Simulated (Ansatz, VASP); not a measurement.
**Two plane-wave programs on Sc**

```
Sc
1.0
    -1.88554    1.88554    1.88554
     1.88554   -1.88554    1.88554
     1.88554    1.88554   -1.88554
Sc
1
Direct
  0.00000 0.00000 0.00000
```

Alike in both runs: task single point; functional PBEsol; k mesh 14 × 14 × 14; occupations fermi-dirac, width 0.1 eV; no spin polarisation.

```csv
,VASP,Ansatz
version,VASP 6.6.1,Ansatz 0.2.0
potentials or method,"VASP PAW PBE potentials, release 64 (Sc_sv)","plane waves (420 eV) with PAW, scalar-relativistic"
plane-wave cutoff (eV),520,420
valence electrons in the cell,11,11
```

|  | VASP | Ansatz | Ansatz less VASP |
| --- | --- | --- | --- |
| pressure (GPa) | -5.2 | -5.2 | 0.00 |

Ansatz warned: «pseudo_functional_mismatch».

Caveats: the PAW data sets were made with another functional, which shifts forces and pressure a little (VASP).
